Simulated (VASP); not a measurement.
# Al2O3 (Ia-3) in VASP: a series of runs

Runs on Al2O3. Level: PBE. Tasks: electric field gradients.

Everything below comes from runs of VASP 6.6.1. Logs are shortened: lines on timing, memory, paths and dates and some standing lists are left out, and cuts for length are marked.

## 1. The crystal as given

Symmetry: Ia-3, No. 206, cubic system. The conventional cell has a = 8.875 Å, b = 8.875 Å, c = 8.875 Å, α = 90.00°, β = 90.00°, γ = 90.00°. Al (site symmetry -3) is surrounded by 6 O at 1.90 Å. Al (site symmetry 2) is surrounded by 6 O at 1.85 to 1.97 Å. O (site symmetry 1) is surrounded by 4 Al at 1.85 to 1.97 Å.

Measurements of this composition are mostly on another form, of space group No. 167.

## 2. Electric field gradients, PBE

INCAR reads:

```
SYSTEM = Al2O3
ALGO     = Fast           ! electronic algorithm
EDIFF    = 1E-8           ! SCF threshold, eV
ENCUT    = 520            ! plane-wave cutoff, eV
GGA      = PE             ! functional
ISIF     = 2              ! what is computed and relaxed
ISMEAR   = -1             ! smearing method
LASPH    = .TRUE.         ! aspherical terms in the spheres
LCHARG   = .FALSE.        ! write CHGCAR
LEFG     = .TRUE.       
LREAL    = Auto         
LWAVE    = .FALSE.        ! write WAVECAR
NBANDS   = 122            ! bands
NELM     = 100            ! most SCF steps
PREC     = Accurate       ! precision mode
SIGMA    = 0.02           ! smearing width, eV
```

KPOINTS reads:

```
k-points
0
G
  4 4 4
  0 0 0
```

POSCAR reads:

```
Al2O3
1.0
   -4.4376709900      4.4376709900      4.4376709900
    4.4376709900     -4.4376709900      4.4376709900
    4.4376709900      4.4376709900     -4.4376709900
Al O
16 24
Direct
    0.5000000000      0.0000000000      0.0000000000
    0.9621603400      0.2500000000      0.2121603400
    0.7878396600      0.0378396600      0.7500000000
    0.7121603400      0.4621603400      0.2500000000
    0.7500000000      0.7878396600      0.0378396600
    0.7500000000      0.2878396600      0.5378396600
    0.4621603400      0.2500000000      0.7121603400
    0.0000000000      0.5000000000      0.0000000000
    0.5000000000      0.5000000000      0.5000000000
    0.0000000000      0.0000000000      0.5000000000
    0.5378396600      0.7500000000      0.2878396600
    0.2500000000      0.7121603400      0.4621603400
    0.2500000000      0.2121603400      0.9621603400
    0.2878396600      0.5378396600      0.7500000000
    0.2121603400      0.9621603400      0.2500000000
    0.0378396600      0.7500000000      0.7878396600
    0.7706670600      0.0458728300      0.4971185000
    0.7293329400      0.2264514400      0.2752057700
    0.2735485600      0.0028815000      0.0487543300
    0.9541271700      0.5028815000      0.2293329400
    0.4541271700      0.2247942300      0.4512456700
    0.7735485600      0.7247942300      0.2706670600
    0.0487543300      0.2735485600      0.0028815000
    0.4512456700      0.4541271700      0.2247942300
    0.7247942300      0.2706670600      0.7735485600
    0.7752057700      0.5487543300      0.5458728300
    0.0028815000      0.0487543300      0.2735485600
    0.4971185000      0.7706670600      0.0458728300
    0.9971185000      0.9512456700      0.7264514400
    0.2247942300      0.4512456700      0.4541271700
    0.2752057700      0.7293329400      0.2264514400
    0.5028815000      0.2293329400      0.9541271700
    0.5487543300      0.5458728300      0.7752057700
    0.9512456700      0.7264514400      0.9971185000
    0.5458728300      0.7752057700      0.5487543300
    0.2264514400      0.2752057700      0.7293329400
    0.0458728300      0.4971185000      0.7706670600
    0.7264514400      0.9971185000      0.9512456700
    0.2293329400      0.9541271700      0.5028815000
    0.2706670600      0.7735485600      0.7247942300
```

Potentials or basis: VASP PAW PBE potentials, release 64 (Al, O).

Run with:

```bash
$ cat potpaw_PBE.64/Al/POTCAR potpaw_PBE.64/O/POTCAR > POTCAR
$ mpirun -np 1 vasp_std > vasp.out
```

OUTCAR:

```text
SYSTEM = Al2O3
   EDIFF = 1E-8
   ENCUT = 520
   GGA = PE
   ISIF = 2
   ISMEAR = -1
   LASPH = .TRUE.
   LREAL = Auto
   NELM = 100
   PREC = Accurate

 ion  position               nearest neighbor table
   1  0.500  0.000  0.000-  28 1.90  32 1.90  18 1.90  40 1.90  38 1.90  19 1.90   2 2.91   4 2.91
                             5 2.91  13 2.91  14 2.91  16 2.91
   2  0.962  0.250  0.212-  27 1.85  30 1.85  38 1.93  20 1.93  23 1.97  18 1.97   1 2.91   8 2.91
                             4 2.93   5 2.93   3 2.93  12 2.93
   3  0.788  0.038  0.750-  35 1.85  38 1.85  23 1.93  17 1.93  29 1.97  25 1.97   8 2.91  10 2.91
                            11 2.93  13 2.93   2 2.93   6 2.93
   4  0.712  0.462  0.250-  20 1.85  22 1.85  18 1.93  24 1.93  26 1.97  32 1.97   1 2.91   9 2.91
                             6 2.93   2 2.93  11 2.93  13 2.93
   5  0.750  0.788  0.038-  34 1.85  33 1.85  27 1.93  28 1.93  22 1.97  38 1.97   1 2.91  10 2.91
                             2 2.93  11 2.93  15 2.93  14 2.93
   6  0.750  0.288  0.538-  17 1.85  18 1.85  25 1.93  26 1.93  21 1.97  37 1.97   8 2.91   9 2.91
                             7 2.93   3 2.93   4 2.93  16 2.93
   7  0.462  0.250  0.712-  25 1.85  32 1.85  21 1.93  36 1.93  39 1.97  33 1.97   9 2.91  10 2.91
                            14 2.93  15 2.93   6 2.93  13 2.93
   8  0.000  0.500  0.000-  20 1.90  37 1.90  25 1.90  31 1.90  34 1.90  23 1.90   2 2.91   3 2.91
                             6 2.91  12 2.91  15 2.91  16 2.91
   9  0.500  0.500  0.500-  21 1.90  24 1.90  26 1.90  30 1.90  33 1.90  35 1.90   4 2.91   6 2.91
[... 37 lines left out ...]
  39  0.229  0.954  0.503-  12 1.85  10 1.90  15 1.93   7 1.97
  40  0.271  0.774  0.725-  12 1.85   1 1.90  14 1.93  16 1.97

  LATTYP: Found a body centered cubic cell.
 ALAT       =     8.8753419800

  Lattice vectors:

 A1 = (  -4.4376709900,   4.4376709900,   4.4376709900)
 A2 = (   4.4376709900,  -4.4376709900,   4.4376709900)
 A3 = (   4.4376709900,   4.4376709900,  -4.4376709900)

Analysis of symmetry for initial positions (statically):
=====================================================================
 Subroutine PRICEL returns:
 Original cell was already a primitive cell.

 Routine SETGRP: Setting up the symmetry group for a
 body centered cubic supercell.

 Subroutine GETGRP returns: Found 24 space group operations
 (whereof  6 operations were pure point group operations)
 out of a pool of 48 trial point group operations.

The static configuration has the point symmetry S_6 .
 The point group associated with its full space group is T_h .

Analysis of symmetry for dynamics (positions and initial velocities):
=====================================================================
 Subroutine PRICEL returns:
 Original cell was already a primitive cell.

 Routine SETGRP: Setting up the symmetry group for a
 body centered cubic supercell.

 Subroutine GETGRP returns: Found 24 space group operations
 (whereof  6 operations were pure point group operations)
 out of a pool of 48 trial point group operations.

The dynamic configuration has the point symmetry S_6 .
 The point group associated with its full space group is T_h .

 Subroutine INISYM returns: Found 24 space group operations
 (whereof  6 operations are pure point group operations),
 and found     1 'primitive' translations

----------------------------------------------------------------------------------------

                                     Primitive cell

  volume of cell :     349.5629

  direct lattice vectors                    reciprocal lattice vectors
    -4.437670990  4.437670990  4.437670990     0.000000000  0.112671715  0.112671715
     4.437670990 -4.437670990  4.437670990     0.112671715  0.000000000  0.112671715
     4.437670990  4.437670990 -4.437670990     0.112671715  0.112671715  0.000000000

  length of vectors
     7.686271622  7.686271622  7.686271622     0.159341867  0.159341867  0.159341867

  position of ions in fractional coordinates (direct lattice)
     0.500000000  0.000000000  0.000000000
     0.962160340  0.250000000  0.212160340
     0.787839660  0.037839660  0.750000000
     0.712160340  0.462160340  0.250000000
     0.750000000  0.787839660  0.037839660
     0.750000000  0.287839660  0.537839660
[... 32 lines left out ...]
     0.229332940  0.954127170  0.502881500
     0.270667060  0.773548560  0.724794230

  ion indices of the primitive-cell ions
   primitive index   ion index
                 1           1
                 2           2
                 3           3
[... 109 lines left out ...]
   IALGO  =     68    algorithm
   IMIX   =      4    mixing-type and parameters
     AMIX     =   0.40;   BMIX     =  1.00
     AMIX_MAG =   1.60;   BMIX_MAG =  1.00
  volume/ion in A,a.u.               =       8.74        58.97
  Fermi-wavevector in a.u.,A,eV,Ry     =   1.340706  2.533567 24.456363  1.797492
  Thomas-Fermi vector in A             =   2.468997
   LORBIT       =      0    0 simple, 1 ext, 2 COOP (PROOUT), +10 PAW based schemes
   GGA     = PE    functional components
   LHFCALC =     F    Hartree Fock is set to
   AEXX    =    0.0000 exact exchange contribution
   IVDW    =     0    specifies the selected vdW correction
   LEPSILON=     F    determine dielectric tensor
   LRPA    =     F    only Hartree local field effects (RPA)
 non-spin polarized calculation
 RMM-DIIS sequential band-by-band and
  energy-cutoff  :      520.00
  volume of cell :      349.56
 maximum number of plane-waves:      9453
 NGX is ok and might be reduce to    60
   NGX = 29   NGY = 29   NGZ = 29

 number of electron     192.0000010 magnetization

 Free energy of the ion-electron system (eV)
  ---------------------------------------------------
  ext. energy  EPLUGINS =         0.00000000
  ---------------------------------------------------
  free energy    TOTEN  =      -297.74921406 eV

  energy without entropy =     -297.74921406  energy(sigma->0) =     -297.74921406

 E-fermi :   6.4618     XC(G=0): -11.4915

 val. band max:        5.8964026510   @ k =   0.5000   0.0000   0.0000
 cond. band min:      11.4569713765   @ k =   0.0000   0.0000   0.0000
 fundamental gap:      5.5605687255
 Fermi energy:         6.4617921344

 k-point     1 :       0.0000    0.0000    0.0000
  band No.  band energies     occupation
      1     -13.2932      2.00000
      2     -11.8932      2.00000
      3     -11.8932      2.00000
      4     -11.7600      2.00000
      5     -11.7600      2.00000
      6     -11.7600      2.00000
[... 877 lines left out ...]
    107      15.2519      0.00000
    108      15.4491      0.00000
 [bands above 108 left out]

------------------------ aborting loop because EDIFF is reached ----------------------------------------

  FORCE on cell =-STRESS in cart. coord.  units (eV):
  Direction    XX          YY          ZZ          XY          YZ          ZX
  --------------------------------------------------------------------------------------
  -------------------------------------------------------------------------------------
  Total       17.7141374     17.7141374     17.7141374     -0.0000000      0.0000000      0.0000000
  in kB       81.1905155     81.1905155     81.1905155     -0.0000000      0.0000000      0.0000000
  external PRESSURE =      81.1905155 kB  Pullay stress =       0.0000000 kB

 VOLUME and BASIS-vectors are now :
 -----------------------------------------------------------------------------
  energy-cutoff  :      520.00
  volume of cell :      349.56
      direct lattice vectors                 reciprocal lattice vectors
    -4.437670990  4.437670990  4.437670990     0.000000000  0.112671715  0.112671715
     4.437670990 -4.437670990  4.437670990     0.112671715  0.000000000  0.112671715
     4.437670990  4.437670990 -4.437670990     0.112671715  0.112671715  0.000000000

 POSITION                                       TOTAL-FORCE (eV/Angst)
 -----------------------------------------------------------------------------------
     -2.21884      2.21884      2.21884        -0.000000     -0.000000     -0.000000
     -2.21884      4.10183      4.43767        -0.000000     -0.004364      0.000000
     -0.00000      6.65651      0.33584        -0.000000      0.000000      0.004364
      0.00000      2.21884      4.10183        -0.000000     -0.000000     -0.004364
      0.33584     -0.00000      6.65651         0.004364     -0.000000      0.000000
      0.33584      4.43767      2.21884         0.004364     -0.000000      0.000000
[... 32 lines left out ...]
      5.44802     -0.98478      3.02018         0.031572      0.088375     -0.048152
      5.44802      0.98478      1.41749         0.031572     -0.088375      0.048152
 -----------------------------------------------------------------------------------
    total drift:                                0.000000      0.000000      0.000000

  FREE ENERGIE OF THE ION-ELECTRON SYSTEM (eV)
  ---------------------------------------------------
  free  energy   TOTEN  =      -297.7492140619 eV

  energy  without entropy=     -297.7492140619  energy(sigma->0) =     -297.74921406

 Electric field gradients (V/A^2)
---------------------------------------------------------------------
 ion       V_xx      V_yy      V_zz      V_xy      V_xz      V_yz
---------------------------------------------------------------------
   1      -0.000    -0.000     0.000     5.435    -5.433    -5.433
   2       7.171    -6.544    -0.628    -0.000   -20.226    -0.001
   3      -0.628     7.171    -6.544   -20.226    -0.001    -0.000
   4      -0.627     7.171    -6.544    20.226    -0.001    -0.001
   5      -6.544    -0.628     7.171    -0.001    -0.000   -20.226
   6      -6.544    -0.627     7.171    -0.001    -0.001    20.226
[... 32 lines left out ...]
  39       1.021     5.098    -6.118    -6.670     9.704    16.671
  40       1.021     5.097    -6.119     6.669    -9.705    16.673
---------------------------------------------------------------------

 Electric field gradients after diagonalization (V/A^2)
 (convention: |V_zz| > |V_xx| > |V_yy|)
----------------------------------------------------------------------
 ion       V_xx      V_yy      V_zz     asymmetry (V_yy - V_xx)/ V_zz
----------------------------------------------------------------------
   1      -5.435    -5.432    10.867       0.000
   2     -17.326    -6.544    23.870       0.452
   3     -17.326    -6.544    23.870       0.452
   4     -17.326    -6.544    23.870       0.452
   5     -17.326    -6.544    23.870       0.452
   6     -17.326    -6.544    23.870       0.452
[... 32 lines left out ...]
  39      17.084     6.621   -23.705       0.441
  40      17.085     6.622   -23.707       0.441
----------------------------------------------------------------------

           NMR quadrupolar parameters

 Cq : quadrupolar parameter    Cq=e*Q*V_zz/h
 eta: asymmetry parameters     (V_yy - V_xx)/ V_zz
 Q  : nuclear electric quadrupole moment in mb (millibarn)
----------------------------------------------------------------------
 ion       Cq(MHz)       eta       Q (mb)
----------------------------------------------------------------------
   1       0.026       0.000       1.000
   2       0.058       0.452       1.000
   3       0.058       0.452       1.000
   4       0.058       0.452       1.000
   5       0.058       0.452       1.000
   6       0.058       0.452       1.000
[... 32 lines left out ...]
  39      -0.057       0.441       1.000
  40      -0.057       0.441       1.000
----------------------------------------------------------------------
```

Run time: 13 min. Hardware: 1 thread of Intel Xeon Platinum 8259CL at 2.50GHz (Skylake/Cascade Lake), shared host; peak memory 0.59 GiB.

What came out:

```yaml
Free_energy: -297.7492 eV
Pressure: 8.1 GPa
Largest_force: 0.105 eV/Å
Band_gap_on_the_k_mesh: 5.56 eV, indirect (least direct gap 5.59 eV)
```

Forces on the atoms (eV/Å):
```
Al   0.000  0.000  0.000
Al   0.000 -0.004  0.000
Al   0.000  0.000  0.004
Al   0.000  0.000 -0.004
Al   0.004  0.000  0.000
Al   0.004  0.000  0.000
Al   0.000 -0.004  0.000
Al   0.000  0.000  0.000
Al   0.000  0.000  0.000
Al   0.000  0.000  0.000
Al   0.000  0.004  0.000
Al  -0.004  0.000  0.000
Al  -0.004  0.000  0.000
Al   0.000  0.000  0.004
Al   0.000  0.000 -0.004
Al   0.000  0.004  0.000
O   -0.032 -0.088  0.048
O   -0.032  0.088 -0.048
O    0.088  0.048  0.032
O    0.088 -0.048  0.032
O   -0.088 -0.048  0.032
O   -0.088  0.048  0.032
O    0.032  0.088  0.048
O    0.032 -0.088 -0.048
O    0.048  0.032 -0.088
O    0.048 -0.032  0.088
O    0.048  0.032  0.088
O    0.048 -0.032 -0.088
O   -0.048 -0.032 -0.088
O   -0.048  0.032 -0.088
O   -0.048 -0.032  0.088
O   -0.048  0.032  0.088
O   -0.032  0.088  0.048
O   -0.032 -0.088 -0.048
O    0.088  0.048 -0.032
O    0.088 -0.048 -0.032
O   -0.088  0.048 -0.032
O   -0.088 -0.048 -0.032
O    0.032  0.088 -0.048
O    0.032 -0.088  0.048
```

Electric field gradients, principal values (V/Å²):
```
 atom     Vxx      Vyy      Vzz
 1 Al  -5.432   -5.435   10.867
 2 Al  -6.544  -17.326   23.870
 3 Al  -6.544  -17.326   23.870
 4 Al  -6.544  -17.326   23.870
 5 Al  -6.544  -17.326   23.870
 6 Al  -6.544  -17.326   23.870
 7 Al  -6.544  -17.326   23.870
 8 Al  -5.432   -5.435   10.867
 9 Al  -5.436   -5.436   10.872
10 Al  -5.432   -5.435   10.867
11 Al  -6.544  -17.326   23.870
12 Al  -6.544  -17.326   23.870
13 Al  -6.544  -17.326   23.870
14 Al  -6.544  -17.326   23.870
15 Al  -6.544  -17.326   23.870
16 Al  -6.544  -17.326   23.870
 17 O   6.621   17.084  -23.705
 18 O   6.622   17.085  -23.707
 19 O   6.620   17.085  -23.705
 20 O   6.621   17.084  -23.705
 21 O   6.621   17.085  -23.706
 22 O   6.622   17.085  -23.707
 23 O   6.620   17.085  -23.705
 24 O   6.621   17.085  -23.706
 25 O   6.622   17.085  -23.707
 26 O   6.621   17.085  -23.706
 27 O   6.620   17.085  -23.705
 28 O   6.621   17.084  -23.705
 29 O   6.620   17.085  -23.705
 30 O   6.621   17.085  -23.706
 31 O   6.622   17.085  -23.707
 32 O   6.621   17.084  -23.705
 33 O   6.621   17.085  -23.706
 34 O   6.620   17.085  -23.705
 35 O   6.621   17.085  -23.706
 36 O   6.622   17.085  -23.707
 37 O   6.621   17.084  -23.705
 38 O   6.620   17.085  -23.705
 39 O   6.621   17.084  -23.705
 40 O   6.622   17.085  -23.707
```

A k mesh can miss the band edges. Expect the measured gap to be larger: semilocal functionals such as PBE lack the derivative discontinuity.

(Part 1 of 2 ends here.)
